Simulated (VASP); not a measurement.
## KI: single point with LDA

**Measured values to compare with.**

A printed reference work, monograph reports, for a bulk crystal of KI: band gap 6.32 eV.

Crystal: KI.

```
K I
1.0
     0.00000    3.39442    3.39442
     3.39442    0.00000    3.39442
     3.39442    3.39442    0.00000
K I
1 1
Direct
  0.00000 0.00000 0.00000
  0.50000 0.50000 0.50000
```

* Program: VASP 6.6.1
* Task: single point
* Functional: LDA
* Potentials or basis: VASP PAW LDA potentials, release 64 (K_sv, I)
* Cutoff: 520 eV
* k mesh: 6 × 6 × 6
* Occupations: gaussian, width 0.01 eV
* Spin: no spin polarisation

| Item | Value |
| --- | --- |
| Pressure | 0.3 GPa |
| Band gap on the k mesh | 3.91 eV, direct |

Levels at points of the mesh, in eV from the valence-band top:
| k point | band 4 | band 5 | band 6 | band 7 | band 8 | band 9 | band 10 | band 11 | band 12 | band 13 |
| --- | --- | --- | --- | --- | --- | --- | --- | --- | --- | --- |
| (0.00, 0.00, 0.00) | -11.71 | -10.77 | 0.00 | 0.00 | 0.00 | 3.91 | 6.20 | 6.20 | 6.20 | 7.05 |
| (0.50, 0.00, 0.00) | -11.71 | -10.25 | -1.69 | -0.47 | -0.47 | 5.37 | 7.75 | 8.21 | 8.21 | 8.65 |
| (0.50, 0.50, 0.00) | -11.74 | -10.57 | -1.23 | -0.45 | -0.45 | 4.46 | 5.76 | 8.05 | 8.90 | 9.12 |

Wall time 23 s on 1 thread of Intel(R) Xeon(R) Platinum 8488C (Sapphire Rapids), on a shared host, peak memory 0.17 GiB.

A measured gap of KI is 6.32 eV (a printed reference work, monograph); the calculated 3.91 eV misses it by -2.41 eV. Spin-orbit coupling on I is left out. The value is that of LDA, without temperature or zero-point motion. Semilocal functionals fall short of measured gaps as a rule.

Caveat: spin-orbit coupling is left out, which moves the levels of the heavy elements.
